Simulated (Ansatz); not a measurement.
Consider Ga6As5P (zincblende [001] superlattice).

The cell holds 12 atoms: 6 Ga, 5 As and 1 P. Cell: a = 3.979 Å, b = 3.979 Å, c = 16.830 Å, α = 90.0°, β = 90.0°, γ = 90.0°. It derives from GaAs. Regions: GaAs, 10 atoms (5 Ga and 5 As); GaP, 2 atoms (1 Ga and 1 P). The structure's axis is c.

```xyz
12
Lattice="3.9793 0.0000 0.0000 0.0000 3.9793 0.0000 0.0000 0.0000 16.8298" Properties=species:S:1:pos:R:3 pbc="T T T"
Ga    0.0000    0.0000    0.6593
As    1.9896    0.0000    2.0782
Ga    1.9896    1.9896    3.4957
As    0.0000    1.9896    4.9157
Ga    0.0000    0.0000    6.3355
As    1.9896    0.0000    7.7554
Ga    1.9896    1.9896    9.1753
As    0.0000    1.9896   10.5952
Ga    0.0000    0.0000   12.0152
As    1.9896    0.0000   13.4326
Ga    1.9896    1.9896   14.8515
P     0.0000    1.9896   16.1703
```

The structure was relaxed with PBEsol. The runs that relaxed it are not among those shown.

Gaps computed with Ansatz 0.2.0 without a self-energy: PBEsol 0.62 eV, PBEsol+SOC 0.53 eV and HSE06 1.60 eV.

**Question.** Estimate the G0W0@PBEsol gap with 4×4×2 mesh, 1111 empty bands, screening to 150 eV, PAW set soft_1 files.

About 1.40 eV: on its mesh the run moves the gap from 0.62 eV by +0.78 eV. Among the scalar-relativistic levels given, HSE06 is nearest (+0.20 eV). Spin-orbit coupling is not in that value; its −0.10 eV at the PBEsol level would bring it to about 1.30 eV. Bands and cutoff are finite, so the gap is not at the basis limit. The miss can reach some tenths of an eV and take either sign; the mesh is an error of its own. The 4×4×2 mesh is coarse for this cell (its supercell is 16 Å along the shortest edge). The RPA ε∞ on it, from the PBEsol start, is 32.20 and 38.28; such meshes misread the long-range screening, most where the gap is narrow. The RPA ε∞ on this mesh reaches over 25; with a narrow direct gap a coarse mesh can overstate it, and the correction is then too small. The many-body steps are scalar-relativistic: spin-orbit coupling is not in them.

[Paths, hosts, dates, memory and timing lines, banners, echoed tables and standing remarks are left out of the program output.]

[Logs are printed without paths, hosts, clocks, repeated set-up lines and the standing remarks that a program may print on its own settings, such as how far it seeks lower states.]

[Runs of the session that timed out or met a known fault of the program may be left out.]

[Cells called generated may have been cut or substituted from an entry of the Crystallography Open Database or the Materials Project.]

[Hosts, paths, dates, database ids (printed as entryN), source tags and the programs' standing remarks are cut or masked in the printed files.]
